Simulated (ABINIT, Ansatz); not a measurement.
## LiCl (Fm-3m): modes at Γ and the response to a field

Aim: the zone-centre modes of LiCl (Fm-3m).

Program: ABINIT 10.8.3. Level of theory: DFT LDA, scalar-relativistic, plane waves, PseudoDojo norm-conserving pseudopotentials. Results are calculated unless marked as measured.

Report form: the programs' logs are mostly left out.

The database entry behind the starting cell differs from later determinations by our own check (0.1 to 0.3 % short, probably kX units), so it need not match the best structure at ambient conditions.

## 1. The starting structure

Symmetry: Fm-3m, No. 225, cubic system. Conventional cell: a = 4.965 Å, b = 4.965 Å, c = 4.965 Å, α = 90.00°, β = 90.00°, γ = 90.00°. Li has 6 Cl at 2.48 Å nearest. Cl has 6 Li at 2.48 Å nearest. Farther neighbours and most contacts between anions are not listed.

Structure file:

```cif
data_structure
_symmetry_space_group_name_H-M 'P 1'
_symmetry_Int_Tables_number 1
_cell_length_a 3.5106
_cell_length_b 3.5106
_cell_length_c 3.5106
_cell_angle_alpha 60.000
_cell_angle_beta 60.000
_cell_angle_gamma 60.000
_cell_volume 30.59
loop_
_atom_site_label
_atom_site_type_symbol
_atom_site_fract_x
_atom_site_fract_y
_atom_site_fract_z
_atom_site_occupancy
Li1 Li 0.00000 0.00000 0.00000 1
Cl2 Cl 0.50000 0.50000 0.50000 1
```

## 2. Relaxation

The harmonic expansion needs vanishing forces, and a free crystal bears no stress, so cell and atoms are brought to rest. Stress is more sensitive to the basis than forces are: the last 3 Ha under the cutoff are smoothed with ecutsm, and the cutoff is raised above that of the later runs.

The starting cell comes from a relaxation made beforehand in Ansatz (LDA, PseudoDojo NC).

The input, relax.abi:

```
# relaxation
ionmov 2
optcell 2
dilatmx 1.08
ntime 40
tolmxf 1.0d-05
tolvrs 1.0d-14
prtwf 0
prtden 0
chksymtnons 0

# basis, mesh and filling
ecut 41.0
ecutsm 3.0
ngkpt 8 8 8
nshiftk 1
shiftk 0.0 0.0 0.0
istwfk *1
occopt 1
nband 5
nstep 100
diemac 9.0
prtebands 0
prtgsr 0
useylm 1

# cell and atoms
acell 3*1.0 Angstrom
rprim 
    0.0 2.482343538 2.482343538
    2.482343538 0.0 2.482343538
    2.482343538 2.482343538 0.0
ntypat 2
znucl 3 17
natom 2
typat 1 2
xred 
    0.0 0.0 0.0
    0.5 0.5 0.5
pp_dirpath "./pseudo"
pseudos "Li.upf, Cl.upf"
```

Run with:

```console
> OMP_NUM_THREADS=1 mpirun -n 2 abinit relax.abi > relax.log
```

The job ended after 44 s (2 MPI ranks of Intel Xeon at 2.70GHz, shared host).

Little changed from the start: no atom moved by 0.005 Å and no cell edge by 0.1 %.

Read from the output:

```
volume per atom : 15.29 Å³
pressure        : 3.99e-6 GPa
```

## 3. Self-consistent run for the response

The response is built on these wavefunctions, so the potential is converged far more tightly than an energy would need. The mesh is shifted off Γ, since shifted meshes converge sums over the zone faster.

The input, gs.abi:

```
# ground state
tolvrs 1.0d-16
prtden 1
prtwf 1

# basis, mesh and filling
ecut 33.0
ngkpt 6 6 6
nshiftk 4
shiftk 
    0.5 0.5 0.5
    0.5 0.0 0.0
    0.0 0.5 0.0
    0.0 0.0 0.5
istwfk *1
occopt 1
nband 5
nstep 100
diemac 9.0
prtebands 0
prtgsr 0
useylm 1

# cell and atoms
acell 3*1.0 Angstrom
rprim 
    0.0 2.482219914 2.482219914
    2.482219914 0.0 2.482219914
    2.482219914 2.482219914 0.0
ntypat 2
znucl 3 17
natom 2
typat 1 2
xred 
    0.0 0.0 0.0
    0.5 0.5 0.5
pp_dirpath "./pseudo"
pseudos "Li.upf, Cl.upf"
```

Run with:

```console
> OMP_NUM_THREADS=1 mpirun -n 2 abinit gs.abi > gs.log
```

The job ended after 12 s (2 MPI ranks).

Read from the output:

| Quantity | Value |
| --- | --- |
| pressure | -0.1932 GPa |

The cell stands at -0.19 GPa: the relaxation ran with a smoothed and higher cutoff and on another k mesh.

## 4. Empty bands

Empty bands on the ground state's density check that the gap assumed so far is there in this cell.

The input, gap.abi:

```
# empty bands on the ground state's density
iscf -2
getden_filepath "gso_DEN"
tolwfr 1.0d-12
nbdbuf 2
prtwf 0

# basis, mesh and filling
ecut 33.0
ngkpt 8 8 8
nshiftk 1
shiftk 0.0 0.0 0.0
istwfk *1
occopt 1
nband 9
nstep 100
diemac 9.0
prtebands 0
prtgsr 0
useylm 1

# cell and atoms
acell 3*1.0 Angstrom
rprim 
    0.0 2.482219914 2.482219914
    2.482219914 0.0 2.482219914
    2.482219914 2.482219914 0.0
ntypat 2
znucl 3 17
natom 2
typat 1 2
xred 
    0.0 0.0 0.0
    0.5 0.5 0.5
pp_dirpath "./pseudo"
pseudos "Li.upf, Cl.upf"
```

Run with:

```console
> OMP_NUM_THREADS=1 mpirun -n 2 abinit gap.abi > gap.log
```

The job ended after 9.5 s (2 MPI ranks).

Numbers from this step:

```
gap on the k-mesh : 6.493 eV
```

In this cell the gap on the mesh is 6.5 eV, indirect (smallest direct 6.6 eV), so fixed occupations hold.

## 5. Zone-centre response

The derivative of the wavefunctions by k comes first, since the response to a field is built on it; then the field and the displacements that symmetry doesn't supply are solved at q = 0.

It reads the wavefunctions written in step 3.

The input, dfpt_gamma.abi:

```
ndtset 2

# common to the responses
getwfk_filepath "gso_WFK"
kptopt 2
nqpt 1
qpt 0.0 0.0 0.0
asr 0
chneut 0

# d/dk
rfelfd1 2
rfdir1 1 1 1
iscf1 -3
tolwfr1 1.0d-20

# displacements, field
rfphon2 1
rfatpol2 1 2
rfdir2 1 1 1
rfelfd2 3
getddk2 1
tolvrs2 1.0d-10
prtwf2 0

# basis, mesh and filling
ecut 33.0
ngkpt 6 6 6
nshiftk 4
shiftk 
    0.5 0.5 0.5
    0.5 0.0 0.0
    0.0 0.5 0.0
    0.0 0.0 0.5
istwfk *1
occopt 1
nband 5
nstep 100
diemac 9.0
prtebands 0
prtgsr 0
useylm 1

# cell and atoms
acell 3*1.0 Angstrom
rprim 
    0.0 2.482219914 2.482219914
    2.482219914 0.0 2.482219914
    2.482219914 2.482219914 0.0
ntypat 2
znucl 3 17
natom 2
typat 1 2
xred 
    0.0 0.0 0.0
    0.5 0.5 0.5
pp_dirpath "./pseudo"
pseudos "Li.upf, Cl.upf"
```

Run with:

```console
> OMP_NUM_THREADS=1 mpirun -n 2 abinit dfpt_gamma.abi > dfpt_gamma.log
```

Run time: 5 min. Hardware: 2 MPI ranks.

This step gave:

| Quantity | Value |
| --- | --- |
| miss of the charge sum rule | 5.27e-4 e |
| largest acoustic frequency at the zone centre before the sum rule | 0.58 cm⁻¹ |
| highest optical zone-centre mode (no LO-TO term) | 228.6 cm⁻¹ |
| lowest optical zone-centre mode | 228.6 cm⁻¹ |
| mean high-frequency dielectric constant | 3.187 |
| largest Born charge in size (third of the trace) | 1.166 e |

Born charge (rows field, columns displacement), before the sum rule (e), principal values of the symmetric part by kind of site:

```tsv
atom	atoms with these values	low	middle	high	mean
Li1	1	1.17	1.17	1.17	1.17
Cl2	1	-1.17	-1.17	-1.17	-1.17
```

In full for Li1:

```
1.17 0.00 0.00
0.00 1.17 0.00
0.00 0.00 1.17
```

High-frequency dielectric tensor:

```
3.19 0.00 0.00
0.00 3.19 0.00
0.00 0.00 3.19
```

The acoustic modes at Γ come out as far as 0.6 cm⁻¹ from zero, where they should vanish, a small numerical error; the Born charges miss their sum rule by 5.3e-4 e, which is good.

## 6. Modes with the sum rule

anaddb reads the merged derivatives, imposes the acoustic sum rule and charge neutrality, and adds the LO-TO term along chosen directions.

The input, anaddb.abi:

```
ddb_filepath "gamma_DDB"
output_file "anaddb.abo"
outdata_prefix "anaddb"
asr 1
chneut 1
enunit 2
eivec 1
nph1l 1
qph1l 0.0 0.0 0.0 1.0
dieflag 1
nph2l 3
qph2l 
    1.0 0.0 0.0 0.0
    0.0 0.0 1.0 0.0
    1.0 1.0 1.0 0.0
```

The input, mrgddb.in:

```
gamma_DDB
merged
2
dfpt_gammao_DS2_DDB
gso_DDB
```

Run with:

```console
> mrgddb < mrgddb.in > mrgddb.log
> OMP_NUM_THREADS=1 anaddb anaddb.abi > anaddb.log
```

Wall time 0.71 s (1 thread).

This step gave:

- mean static dielectric constant: 10.40
- highest mode moved by the LO-TO term: 413.0 cm⁻¹

No LO-TO term; unit eigenvectors of the mass-weighted matrix, from anaddb's displacements. Modes at Γ, with each element's share of the kinetic energy:

```tsv
mode	frequency (cm⁻¹)	symmetry	Li %	Cl %
1	0.0	acoustic	16	84
2	0.0	acoustic	16	84
3	0.0	acoustic	16	84
4	228.6	T1u	84	16
5	228.6	T1u	84	16
6	228.6	T1u	84	16
```

Displacements in mode 4 (228.6 cm⁻¹), the largest set to 1:
```
Li1  0.00  0.00  1.00
Cl2  0.00  0.00 -0.20
```

Trace of the oscillator strength, degenerate modes summed. Infrared lines, with heights relative to the strongest:

```tsv
position (cm⁻¹)	lines merged	IR intensity, relative
229	3	100
```

Static dielectric tensor (ions relaxed, fixed cell):

```
10.40  0.00  0.00
 0.00 10.40  0.00
 0.00  0.00 10.40
```

The rule moves no optical mode by more than 0.1 cm⁻¹.

## 7. A second program

The same cell, potentials and cutoff go through another code, on another k mesh. Its k mesh is centred on Γ.

This step: DFT LDA, scalar-relativistic, plane waves, PseudoDojo norm-conserving pseudopotentials (Ansatz 0.2.0).

The input, input.yaml:

```yaml
crystal:
  lattice:
    - [0.0, 2.4822199141, 2.4822199141]
    - [2.4822199141, 0.0, 2.4822199141]
    - [2.4822199141, 2.4822199141, 0.0]
  atoms:
    - { symbol: Li, position: [0.0, 0.0, 0.0] }
    - { symbol: Cl, position: [0.5, 0.5, 0.5] }
kpoints:
  mp_grid: { grid: [8, 8, 8] }
hamiltonian:
  xc: lda
  pseudopotentials: { kind: nc, accuracy: standard }
scf:
  occupations: { method: fixed }
output:
  eigenvalues: true
basis:
  ecutwfc: 897.976
phonons:
  method: dfpt
  dielectric: true
  rigid_motions: translations
```

Run with:

```console
> ansatz run input.yaml --threads 2 --pin off --max-ram 4096MiB --backend cpu --events-out ev --progress --plain --runs-dir out
```

Elapsed: 14 s, on 2 threads; peak memory 0.46 GiB; 26 s of CPU time.

Read from the output:

* sum-rule residual before enforcement: 3.56e-4 eV/Å²
* miss of the charge sum rule: 2.00e-5 e
* highest optical zone-centre mode (no LO-TO term): 228.7 cm⁻¹
* lowest optical zone-centre mode: 228.7 cm⁻¹
* mean high-frequency dielectric constant: 3.186
* mean static dielectric constant: 10.39

Transverse modes. Lines of the infrared spectrum (strongest = 100):

```tsv
position (cm⁻¹)	label	IR intensity ((D/Å)²/amu), degenerate modes summed, relative
229	T1u	100
```

## 8. The two compared: ABINIT PseudoDojo and Ansatz, PseudoDojo

Worked out from the results:

```yaml
root_mean_square_difference: 0.01 cm⁻¹
largest_difference: 0.01 cm⁻¹
```

Frequencies side by side, by row:

```tsv
q (reciprocal lattice)	mode	ABINIT PseudoDojo (cm⁻¹)	Ansatz, PseudoDojo (cm⁻¹)
0 0 0	1	0	0
0 0 0	2	0	0
0 0 0	3	0	0
0 0 0	4	228.6	228.7
0 0 0	5	228.6	228.7
0 0 0	6	228.6	228.7
```

The two runs side by side. Further quantities:

```tsv
quantity	ABINIT PseudoDojo	Ansatz, PseudoDojo
mean ε∞	3.187	3.186
largest Born charge in size (e; the first before, the second after the charge sum rule)	1.166	1.166
summed IR intensity ((D/Å)²/amu)	16.22	16.21
```

At the zone centre the largest difference (acoustic modes at Γ apart) is 0.004 % of the highest mode.

## 9. Summary of results

* space group after relaxation: Fm-3m
* volume per atom: 15.3 Å³
* highest optical zone-centre mode (no LO-TO term): 228.6 cm⁻¹
* highest mode moved by the LO-TO term: 413.0 cm⁻¹
* mean high-frequency dielectric constant: 3.19
* largest Born charge in size (third of the trace): 1.17 e
* mean static dielectric constant: 10.4
* imaginary optical modes at the zone centre (no q mesh in this session): none
* largest difference from Ansatz, PseudoDojo: 0.01 cm⁻¹

What this shows: At the LDA level the optical modes of LiCl (Fm-3m) at the zone centre (no LO-TO term) lie at 229 cm⁻¹. Along the directions run, the highest mode that the macroscopic field moves lies at 413 cm⁻¹. Lattice motion raises the mean dielectric constant from 3.187 to 10.40. The Born charge of Li is 1.166 e against a formal charge of +1, somewhat above it. The Lyddane-Sachs-Teller relation holds: (ωLO/ωTO)² is 3.26 and ε₀/ε∞ is 3.26. ABINIT PseudoDojo and Ansatz, PseudoDojo agree to 0.01 cm⁻¹ (0.004 % of the highest mode compared) on all solved modes but the acoustic ones at Γ, without the LO-TO term. These are harmonic frequencies at zero temperature: anharmonic shifts and linewidths and thermal expansion are left out. Ansatz warns that the cutoff lies 11 % under the one recommended for these files; agreement at one cutoff is not convergence.

[Host names and launcher messages were left out of these logs when they were recorded.]

[Logs are printed without paths, hosts, clocks, repeated set-up lines and the standing remarks that a program may print on its own settings, such as how far it seeks lower states.]

[Hosts, paths, dates, database ids (printed as entryN), source tags and the programs' standing remarks are cut or masked in the printed files.]
